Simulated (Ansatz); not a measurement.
Space group F-43m (No. 216). a = 4.784 Å, b = 4.784 Å, c = 4.784 Å, α = 90.00°, β = 90.00°, γ = 90.00°
| atom | site | symmetry | x | y | z |
| --- | --- | --- | --- | --- | --- |
| B | 4a | -43m | 0.0000 | 0.0000 | 0.0000 |
| As | 4d | -43m | 0.2500 | 0.2500 | 0.7500 |

Equation of state of this BAs structure (not necessarily the ground state), with shape and atoms relaxed at each volume where symmetry leaves them free. Theory: DFT r2SCAN, scalar-relativistic, plane waves, PAW in Ansatz 0.2.0.

Plane waves to 500 eV, a k mesh through Γ of 10×10×10 on the computed 2-atom cell and Gaussian smearing (0.02 eV); no spin polarisation.

| V (Å³/atom) | E − E(largest V) (meV/atom) | P (GPa) | gap on mesh (eV) |
| --- | --- | --- | --- |
| 12.864 | 4.44 | 9.88 | 1.31 |
| 13.274 | -13.91 | 4.57 | 1.34 |
| 13.685 | -19.61 | 0.00 | 1.37 |
| 14.095 | -14.47 | -3.92 | 1.40 |
| 14.506 | 0.00 | -7.29 | 1.43 |

**Question.** Fit a third-order Birch–Murnaghan equation to E(V).

**Answer.** V0 = 13.68 Å³/atom, B0 = 141 GPa, B0' = 4.1.